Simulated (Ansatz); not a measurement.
# The I–V curve of a Sc/ZnO/Mg junction, part 3 of 5

Wanted: I(V) for Sc/ZnO/Mg. The lower electrode is Sc hcp(0001), the upper one Mg hcp(0001); the barrier is ZnO wurtzite(0001) (whole bilayers). In the first transport cell, after relaxation, the nearest pair of electrode and barrier is Sc–O at 2.40 Å, at a slant, at the lower face and Mg–Zn at 2.95 Å, at a slant, at the upper one. All share a net of side 3.29 Å, which strains the lower electrode by -0.9 %, the upper one by +3.1 % and the barrier by +0.0 %, against typed lattice constants near PBE's. The first steps treat the bulk electrodes alone.

Ansatz 0.2.0; PBE DFT, plane waves, PAW files (the session's first sound run).

So far. Step 4 (Relaxing the interfaces): The largest force component on a free atom ends at 0.034 eV/Å. At one or more of this run's solves the program warned of density in the dipole ramp over its bound, where dipole, forces and levels can be off.

## Step 5: Current under bias

This step: PBE DFT, plane waves, PAW files; current against voltage, self-consistent between two reservoirs (Ansatz 0.2.0).

System of this step: Sc/ZnO/Mg. The cell holds 26 atoms: 11 Sc, 2 O, 2 Zn and 11 Mg. Its edges and angles: a = 3.290 Å, b = 3.290 Å, c = 72.975 Å, α = 90.0°, β = 90.0°, γ = 120.0°. Regions: left electrode, 11 atoms (11 Sc); barrier, 4 atoms (2 O and 2 Zn); right electrode, 11 atoms (11 Mg). Vacuum lies along c.

Under bias the potential drop changes the barrier, so density and potential are solved anew at each voltage between two reservoirs. The leads must hold the reservoirs as well as the screening charge.

input.yaml

```yaml
crystal:
  lattice:
    - [3.29, 0.0, 0.0]
    - [-1.645, 2.8492235785, 0.0]
    - [0.0, 0.0, 72.9752497033]
  atoms:
    - { symbol: Sc, position: [0.0, 0.0, 0.0959229332] }
    - { symbol: Sc, position: [0.33333333, 0.66666667, 0.1316251467] }
    - { symbol: Sc, position: [0.0, 0.0, 0.1673273603] }
    - { symbol: Sc, position: [0.33333333, 0.66666667, 0.2030295739] }
    - { symbol: Sc, position: [0.0, 0.0, 0.2387317875] }
    - { symbol: Sc, position: [0.33333333, 0.66666667, 0.274434001] }
    - { symbol: Sc, position: [0.0, 0.0, 0.3101362146] }
    - { symbol: Sc, position: [0.33333333, 0.66666667, 0.3458384282] }
    - { symbol: Sc, position: [0.0, 0.0, 0.3815406417] }
    - { symbol: Sc, position: [0.33333333, 0.66666667, 0.4172428553] }
    - { symbol: Sc, position: [0.0, 0.0, 0.4529264544] }
    - { symbol: O, position: [0.33333333, 0.66666667, 0.4730183103] }
    - { symbol: Zn, position: [0.66666667, 0.33333333, 0.4868748192] }
    - { symbol: O, position: [0.66666667, 0.33333333, 0.5132698547] }
    - { symbol: Zn, position: [0.33333333, 0.66666667, 0.5235225685] }
    - { symbol: Mg, position: [0.66666667, 0.33333333, 0.5544646916] }
    - { symbol: Mg, position: [0.0, 0.0, 0.590120825] }
    - { symbol: Mg, position: [0.66666667, 0.33333333, 0.6250048519] }
    - { symbol: Mg, position: [0.0, 0.0, 0.6598888788] }
    - { symbol: Mg, position: [0.66666667, 0.33333333, 0.6947729056] }
    - { symbol: Mg, position: [0.0, 0.0, 0.7296569325] }
    - { symbol: Mg, position: [0.66666667, 0.33333333, 0.7645409594] }
    - { symbol: Mg, position: [0.0, 0.0, 0.7994249862] }
    - { symbol: Mg, position: [0.66666667, 0.33333333, 0.8343090131] }
    - { symbol: Mg, position: [0.0, 0.0, 0.86919304] }
    - { symbol: Mg, position: [0.66666667, 0.33333333, 0.9040770668] }
kpoints:
  mp_grid: { grid: [12, 12, 1] }
scf:
  occupations: { method: fermi_dirac, width: 0.1 }
  max_iter: 150
hamiltonian:
  xc: pbe
output:
  current_voltage:
    bias: [0.3, 1.2, -0.3, -1.2]
    kmesh: [18, 18]
    leads: [[4, 6], [20, 22]]
    electrode_ends: [10, 15]
  write_potential: true
  write_density: true
  volumetric_format: npy
  elf: true
```

Started as:

```console
> ansatz run input.yaml --threads 4 --pin off --max-ram 16384MiB --backend cpu --events-out ev --progress --plain --runs-dir out
```

Numbers of over 12 decimals in the logs are rounded to 6 here.

Log:

```text
[...]
Crystal: 26 atoms, lattice volume = 684.066 Å³
Basis set: ecut = 420 eV, 13635 PW (Γ)
Bands: 161, of which v1, the nominal top of the filled ones, is band 134 counted from 1 (133 counted from 0)
Symmetry: 6 space group operations
[...]
k-points: 19 of 144 (time reversal used)
[...]
SCF iter   1: F=—  HF=-52428.964336 eV  |F-HF|=—  |Δ(HF+E_count)|=         —  Δρ=5.83e-3  dr2=4.65e1  ethr=1.77e-3  ⟨swp⟩=13.8  Hψ=14652  notcnv=0
[...]
SCF iter  10: F=-52428.857287 eV  HF=-52428.857287 eV  |F-HF|=5.38e-8  |Δ(HF+E_count)|=   6.85e-9  Δρ=2.32e-6  dr2=4.28e-8  ethr=3.75e-11  ⟨swp⟩=3.2  Hψ=5111  notcnv=0
SCF 1 converged in 10 iterations: F = -52428.857287 eV  dr2 = 4.28e-8
[...]
bias +0 V, iteration  1: dr2 2.12e-3 eV, mean Fermi level 5.8857 eV
bias +0 V, iteration  2: dr2 2.93e-4 eV, mean Fermi level 5.8883 eV
bias +0 V, iteration  3: dr2 6.69e-5 eV, mean Fermi level 5.8881 eV
bias +0 V, iteration  4: dr2 1.71e-5 eV, mean Fermi level 5.8883 eV
bias +0 V, iteration  5: dr2 8.34e-6 eV, mean Fermi level 5.8884 eV
bias +0 V, iteration  6: dr2 2.41e-6 eV, mean Fermi level 5.8884 eV
bias +0 V, iteration  7: dr2 1.10e-7 eV, mean Fermi level 5.8885 eV
bias +0 V, iteration  8: dr2 3.04e-8 eV, mean Fermi level 5.8885 eV
bias +0.3 V, iteration  1: dr2 1.18e2 eV, mean Fermi level 5.8005 eV
bias +0.3 V, iteration  2: dr2 1.07e1 eV, mean Fermi level 5.8588 eV
bias +0.3 V, iteration  3: dr2 1.07e-1 eV, mean Fermi level 5.8877 eV
bias +0.3 V, iteration  4: dr2 1.70e-3 eV, mean Fermi level 5.8930 eV
bias +0.3 V, iteration  5: dr2 1.35e-3 eV, mean Fermi level 5.8930 eV
bias +0.3 V, iteration  6: dr2 9.90e-5 eV, mean Fermi level 5.8929 eV
bias +0.3 V, iteration  7: dr2 2.75e-5 eV, mean Fermi level 5.8929 eV
bias +0.3 V, iteration  8: dr2 2.47e-6 eV, mean Fermi level 5.8929 eV
bias +0.3 V, iteration  9: dr2 2.33e-7 eV, mean Fermi level 5.8929 eV
bias +0.3 V, iteration 10: dr2 2.39e-8 eV, mean Fermi level 5.8929 eV
bias +1.2 V, iteration  1: dr2 5.06e2 eV, mean Fermi level 5.7201 eV
bias +1.2 V, iteration  2: dr2 1.96e1 eV, mean Fermi level 5.8483 eV
bias +1.2 V, iteration  3: dr2 9.63e-1 eV, mean Fermi level 5.8875 eV
bias +1.2 V, iteration  4: dr2 2.89e-2 eV, mean Fermi level 5.8940 eV
bias +1.2 V, iteration  5: dr2 1.84e-3 eV, mean Fermi level 5.8976 eV
bias +1.2 V, iteration  6: dr2 6.62e-4 eV, mean Fermi level 5.8973 eV
bias +1.2 V, iteration  7: dr2 3.39e-5 eV, mean Fermi level 5.8975 eV
bias +1.2 V, iteration  8: dr2 1.10e-5 eV, mean Fermi level 5.8976 eV
bias +1.2 V, iteration  9: dr2 2.92e-6 eV, mean Fermi level 5.8977 eV
bias +1.2 V, iteration 10: dr2 4.28e-7 eV, mean Fermi level 5.8977 eV
bias +1.2 V, iteration 11: dr2 1.20e-7 eV, mean Fermi level 5.8977 eV
bias +1.2 V, iteration 12: dr2 5.37e-8 eV, mean Fermi level 5.8977 eV
bias -0.3 V, iteration  1: dr2 9.42e-2 eV, mean Fermi level 5.8855 eV
bias -0.3 V, iteration  2: dr2 9.74e-3 eV, mean Fermi level 5.8843 eV
bias -0.3 V, iteration  3: dr2 5.91e-4 eV, mean Fermi level 5.8840 eV
bias -0.3 V, iteration  4: dr2 5.54e-5 eV, mean Fermi level 5.8837 eV
bias -0.3 V, iteration  5: dr2 2.30e-5 eV, mean Fermi level 5.8837 eV
bias -0.3 V, iteration  6: dr2 1.05e-5 eV, mean Fermi level 5.8837 eV
bias -0.3 V, iteration  7: dr2 1.19e-6 eV, mean Fermi level 5.8836 eV
bias -0.3 V, iteration  8: dr2 4.94e-8 eV, mean Fermi level 5.8836 eV
bias -1.2 V, iteration  1: dr2 4.47e2 eV, mean Fermi level 6.0607 eV
bias -1.2 V, iteration  2: dr2 7.48e1 eV, mean Fermi level 5.9530 eV
bias -1.2 V, iteration  3: dr2 2.16e0 eV, mean Fermi level 5.8884 eV
bias -1.2 V, iteration  4: dr2 8.02e-2 eV, mean Fermi level 5.8773 eV
bias -1.2 V, iteration  5: dr2 3.41e-3 eV, mean Fermi level 5.8742 eV
bias -1.2 V, iteration  6: dr2 1.31e-3 eV, mean Fermi level 5.8739 eV
bias -1.2 V, iteration  7: dr2 1.11e-4 eV, mean Fermi level 5.8741 eV
bias -1.2 V, iteration  8: dr2 3.05e-5 eV, mean Fermi level 5.8741 eV
bias -1.2 V, iteration  9: dr2 1.56e-6 eV, mean Fermi level 5.8741 eV
bias -1.2 V, iteration 10: dr2 4.29e-7 eV, mean Fermi level 5.8741 eV
bias -1.2 V, iteration 11: dr2 2.88e-8 eV, mean Fermi level 5.8741 eV
transmission: 166 of 1628 steps passed
transmission: 326 of 1628 steps passed
[...]
transmission: 1628 of 1628 steps passed
WARN: The output density's exchange-correlation potential varies sharply where the density is thin. Do not read a vacuum level from v_tot or v_xc, or from such a field of the output density. On a cell that repeats whose density bears no net charge and no dipole along the vacuum's axis use v_es (v_loc + v_h of the components); under efield.dipole_correction with no amplitude use v_es + v_field, which holds any externa [...]
SCF converged after 10 iterations
Free energy (F): -52428.857287 eV
[...]
Internal energy: -52427.974168 eV  (E = F + TS)
E sigma→0 (E₀):  -52428.415728 eV
Entropy (-TS):   -0.883119 eV (-33.966 meV/atom)
Fermi energy:    5.886230 eV
[...]
--- Band table (eV; the first three rows and the last of 19) ---
  k-point 0: bands = [... 130 lower, 5.9695, 5.9769, 6.3670, 6.3728, 6.4231, 6.5424, 6.6516, 6.7551, ... 23 higher]
  k-point 1: bands = [... 130 lower, 5.9917, 6.0538, 6.2497, 6.2562, 6.3345, 6.4818, 6.6729, 6.7895, ... 23 higher]
  k-point 2: bands = [... 130 lower, 5.9431, 5.9683, 6.0173, 6.1432, 6.3190, 6.3511, 6.5384, 6.6990, ... 23 higher]
  k-point 18: bands = [... 130 lower, 5.4844, 5.5088, 5.6197, 5.6627, 5.6749, 5.6902, 5.7373, 5.8856, ... 23 higher]
--- Current–voltage curve ---
  leads      : [4, 6] from 7.00 to 33.05 and [20, 22] from 43.06 to 65.98 Å, reservoirs outside 23.58 and 51.40
  electrodes : end at 33.05 and 40.46 Å
  density    : 268 bands, filled at a thermal energy of 1.000e-1 eV; current at 300 K
  bias (V)   current (A)   every other point   every other energy   edges, levels   drop (V)   electrons moved   misfit (meV)   iterations
        +0      0.0000e0            0.0000e0             0.0000e0        0.0000e0     +0.000            0.00e0           50.7   8
      +0.3     5.7168e-7           5.2913e-7            5.7074e-7       1.4851e-9     +0.288           2.84e-4           42.8   10
      +1.2     2.4949e-6           2.6560e-6            2.4972e-6      9.6233e-10     +1.153           7.33e-4           28.2   12
      -0.3    -4.6449e-7          -5.8553e-7           -4.6518e-7       6.2118e-9     -0.290          -1.57e-4           56.6   8
      -1.2    -2.4852e-6          -2.9191e-6           -2.4875e-6       5.3833e-8     -1.157          -2.92e-4           80.6   11
  At 0 V the conductance is 2.2620e-6 S, 2.4130e13 S/m².
  At -1.2 V, more electrons lie in bound states, which couple to no lead and are filled by their side, than have moved since 0 V: before a thin film that holds them the field can be low. See output.current_voltage.electrode_ends.
```

It took 36 min on 4 threads of Arm Neoverse V1, shared host; peak memory 6.1 GiB; 2.2 h of CPU time.

Reading the cycles: dr2 is the Hartree energy of the density residual (eV), the measure of convergence; HF is the Harris–Foulkes estimate of the energy, which meets the free energy F at convergence.

This run has no spin polarisation although its electron count is odd.

This step gave:

```
free energy              : -52428.8573 eV
Fermi energy             : 5.886 eV
conductance at zero bias : 2.41e13 S/m²
```

Checks by voltage:

```csv
bias (V),current density (ampere/m²),current on every other mesh point (ampere),drop across the junction (V),electrons moved,electrons in bound states,"misfit, lower lead (eV)","misfit, upper lead (eV)",iterations
-1.2,-2.65e13,-2.92e-6,-1.157,-2.92e-4,3.72e-4,0.08062,0.02026,11
-0.3,-4.96e12,-5.86e-7,-0.2901,-1.57e-4,6.90e-5,0.05665,0.01131,8
0,0,0,0,0,0,0.05067,0.01227,8
0.3,6.10e12,5.29e-7,0.2883,2.84e-4,7.50e-5,0.04276,0.01107,10
1.2,2.66e13,2.66e-6,1.153,7.33e-4,3.14e-4,0.02817,0.01209,12
```

Cell area 9.374 Å^2. The current through one cell by bias:

```csv
bias (V),current through one cell (μA)
-1.200,-2.49
-0.300,-0.464
0.000,0
0.300,0.572
1.200,2.49
```

Bias 0 V. Transmission and channels, zone mean against energy, zero at the mean Fermi level:

```csv
energy (eV),transmission,"channels, left","channels, right"
-0.259,0.0166,1.07,0.966
-0.233,0.0185,1.12,0.855
-0.207,0.0198,1.14,0.855
-0.181,0.0197,1.25,0.744
-0.155,0.0216,1.29,0.781
-0.129,0.0229,1.33,0.873
-0.103,0.0218,1.30,0.855
-0.078,0.0224,1.31,0.892
-0.052,0.0228,1.31,0.892
-0.026,0.0295,1.43,0.873
0.000,0.0304,1.48,0.873
0.026,0.0320,1.48,0.948
0.052,0.0299,1.48,0.948
0.078,0.0258,1.5,0.892
0.103,0.0278,1.39,0.910
0.129,0.0204,1.20,0.861
0.155,0.0226,1.13,0.898
0.181,0.0217,0.833,0.898
0.207,0.0149,0.704,0.898
0.233,0.0120,0.593,0.898
0.259,0.0122,0.667,0.972
```

Bias 1.2 V. The transmission and channels, zone mean by energy, zero at the mean Fermi level:

```csv
energy (eV),transmission,"channels, left","channels, right"
-0.879,0.0518,0.824,0.873
-0.801,0.0564,0.787,0.855
-0.776,0.0577,0.824,0.855
-0.724,0.0500,0.880,0.781
-0.620,0.0373,0.843,0.892
-0.543,0.0409,0.824,0.948
-0.491,0.0469,0.824,0.910
-0.465,0.0366,0.815,0.910
-0.388,0.0139,0.741,0.898
-0.284,0.0101,0.722,0.935
-0.207,0.00901,0.685,1.14
-0.129,0.00223,0.5,1.16
-0.052,0.00913,0.614,1.29
0.000,0.0162,0.546,1.23
0.052,0.0287,0.583,1.12
0.103,0.0359,0.590,1.18
0.129,0.0335,0.590,1.14
0.207,0.0239,0.799,1.23
0.284,0.0209,1.07,1.23
0.388,0.0291,1.18,1.31
0.465,0.0384,1.30,1.34
0.543,0.0756,1.35,1.45
0.620,0.0916,1.48,1.44
0.724,0.0965,1.20,1.43
0.801,0.101,0.667,1.30
0.827,0.110,0.667,1.32
0.879,0.0814,0.531,1.28
```

Bias -1.2 V. Table of transmission and channels, zone mean by energy, zero at the mean Fermi level:

```csv
energy (eV),transmission,"channels, left","channels, right"
-0.879,0.0188,0.985,1.08
-0.801,0.0228,1.14,1.08
-0.724,0.0288,1.29,1.09
-0.620,0.0331,1.39,1.07
-0.543,0.0416,1.48,1.07
-0.465,0.0458,1.39,1.06
-0.388,0.0293,0.722,0.981
-0.284,0.0213,0.549,0.926
-0.207,0.0262,0.586,0.904
-0.129,0.0194,0.494,0.904
-0.052,0.0216,0.571,0.762
0.000,0.0314,0.571,0.818
0.052,0.0115,0.515,0.873
0.129,0.00110,0.590,0.762
0.207,0.00278,0.682,0.873
0.284,0.00410,0.719,0.966
0.388,0.0127,0.960,0.781
0.465,0.0542,1.04,0.873
0.517,0.0910,1.32,0.892
0.543,0.0760,1.19,0.873
0.620,0.0948,1.43,0.948
0.672,0.0953,1.32,0.910
0.724,0.0912,1.40,0.898
0.801,0.110,1.10,0.898
0.879,0.137,1.08,0.954
```

Table of Hartree potential energy less that at 0 V, planar mean by z:

```csv
z (Å),0.3 V (eV),1.2 V (eV),-0.3 V (eV),-1.2 V (eV)
0.0,0.0155,0.0625,-0.0176,-0.0565
2.5,0.0944,0.375,-0.0964,-0.372
5.0,0.158,0.624,-0.159,-0.629
7.5,0.155,0.611,-0.155,-0.615
10.0,0.155,0.610,-0.155,-0.614
12.5,0.154,0.609,-0.155,-0.614
15.0,0.154,0.608,-0.155,-0.613
17.5,0.154,0.606,-0.154,-0.611
20.0,0.152,0.600,-0.153,-0.604
22.5,0.151,0.592,-0.151,-0.598
25.0,0.151,0.584,-0.152,-0.595
27.5,0.148,0.554,-0.149,-0.582
30.0,0.140,0.499,-0.144,-0.569
32.5,0.145,0.497,-0.158,-0.634
35.0,-0.0555,0.0461,0.0719,0.148
37.5,-0.129,-0.409,0.129,0.455
40.0,-0.135,-0.554,0.134,0.546
42.5,-0.134,-0.561,0.136,0.544
45.0,-0.137,-0.561,0.136,0.543
47.5,-0.139,-0.563,0.136,0.546
50.0,-0.138,-0.566,0.138,0.551
52.5,-0.137,-0.561,0.139,0.556
55.0,-0.139,-0.565,0.139,0.560
57.5,-0.143,-0.580,0.141,0.568
60.0,-0.143,-0.582,0.142,0.575
62.5,-0.144,-0.584,0.144,0.581
65.0,-0.145,-0.588,0.144,0.585
67.5,-0.142,-0.577,0.140,0.573
70.0,-0.0785,-0.312,0.0764,0.320
72.5,4.7e-4,0.00282,-0.00258,0.00378
```

Electrostatic potential energy in the ca plane at fractional y = 0.333, with atoms of Zn and O and Mg within 0.2 Å of it. With pseudopotentials it is smooth inside the atoms' cores, unlike the true potential.

Ten even steps from '0' (-37 eV) to '9' (9 eV), each cell a mean:
```
89999888999988899998888998655899889999886678
99999999999999999999999986212586227999851037
99999999999999999999999984000373004999720006
99999999999999999999999985101474005999730027
99999989999998999999889987423688568999874368
89998888999988889998888998877899998899988789
78998767899876789987678899999999987789999999
78998767899876789987667899999999987789999999
88998777899887789988778899888999988889998889
```
Columns run along c (16.0 Å, from fractional 0.35 to 0.57 of the cell; values clipped at the 3rd and 97th percentile), rows up along a (3.3 Å). Atoms in or near the plane, at fractional coordinates: Zn at (0.49, 0.67), O at (0.51, 0.67), Mg at (0.55, 0.67).

ELF in the ca plane at fractional y = 0.333, with atoms of Zn and O and Mg within 0.2 Å of it. It is the smooth field of the valence electrons, not physical close to the nuclei.

Ten even steps from '0' (0.00) to '9' (0.82), each cell a mean:
```
31112564111256531111211121268752133111025765
63235887422478875321111001389995111144314777
75457998643689998532110001496696110243413788
75346897533589987422110001498896110244413788
42124675211367753111111111379973122123115776
21111442111135311002331111135421234311136653
11211221122123212112553110011112235654556531
12321121132122112213664210001112235766555520
11111231111124211102442111122211235532356641
```
Columns run along c (16.0 Å, from fractional 0.37 to 0.59 of the cell), rows up along a (3.3 Å). Atoms in or near the plane, at fractional coordinates: Zn at (0.49, 0.67), O at (0.51, 0.67), Mg at (0.55, 0.67).

Valence density in the ca plane at fractional y = 0.333, with atoms of Zn and O and Mg within 0.2 Å of it. It is the smooth field of the valence electrons, not physical close to the nuclei.

Ten steps, logarithmic in the rise over the least value, from '0' (0 e/Å³) to '9' (28 e/Å³), each cell a mean:
```
00000000000000000000011221012211000011000000
00000000000000000000014663235531000157400000
00000000000000000000026984246652000389710000
00000000000000000000025873246641000378610000
00000000000000000000012432123421000034200000
00000000000000000000111110001111000000000000
01110000111000011111111000000011100000000000
01110000111000011111111000000011100000000000
01110000011000001100111000000111000000000000
```
Columns run along c (16.0 Å, from fractional 0.37 to 0.59 of the cell), rows up along a (3.3 Å). Atoms in or near the plane, at fractional coordinates: Zn at (0.49, 0.67), O at (0.51, 0.67), Mg at (0.55, 0.67).

All 5 points reached self-consistency. On every other mesh point the currents change by up to 26 %. The leads' potential repeats within 81 meV, on the large side, so longer leads could move the currents.

[end of part 3 of 5]

[Logs are printed without paths, hosts, clocks, repeated set-up lines and the standing remarks that a program may print on its own settings, such as how far it seeks lower states.]

[Hosts, paths, dates, database ids (printed as entryN), source tags and the programs' standing remarks are cut or masked in the printed files.]
